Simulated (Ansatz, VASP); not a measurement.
**SiMo3 in VASP and in Ansatz**

```
Si Mo
1.0
    -2.57611    2.57611    2.57611
     2.57611   -2.57611    2.57611
     2.57611    2.57611   -2.57611
Si Mo
1 3
Direct
  0.00000 0.00000 0.00000
  0.00000 0.50000 0.50000
  0.50000 0.00000 0.50000
  0.50000 0.50000 0.00000
```

Alike in both runs: functional PBE; k mesh 12 × 12 × 12; occupations gaussian, width 0.1 eV; no spin polarisation.

Ansatz relaxed the structure, and its values are those at the end. VASP's run is a single point on that final structure, the one shown.

```csv
,VASP,Ansatz
version,VASP 6.6.1,Ansatz 0.2.0
potentials or method,"VASP PAW PBE potentials, release 64 (Si, Mo_sv)","scalar-relativistic, plane waves, PAW"
plane-wave cutoff (eV),520,420
valence electrons in the cell,46,46
```

```csv
,VASP,Ansatz,Ansatz less VASP
gap on the k mesh at the Fermi level (eV),none,none,-
pressure (GPa),0.3,0.0,-0.29
```

A gap of «none» marks a metal or a gap that the smearing closes. The functional is the same, so the differences come from potentials, cutoffs and numerics.
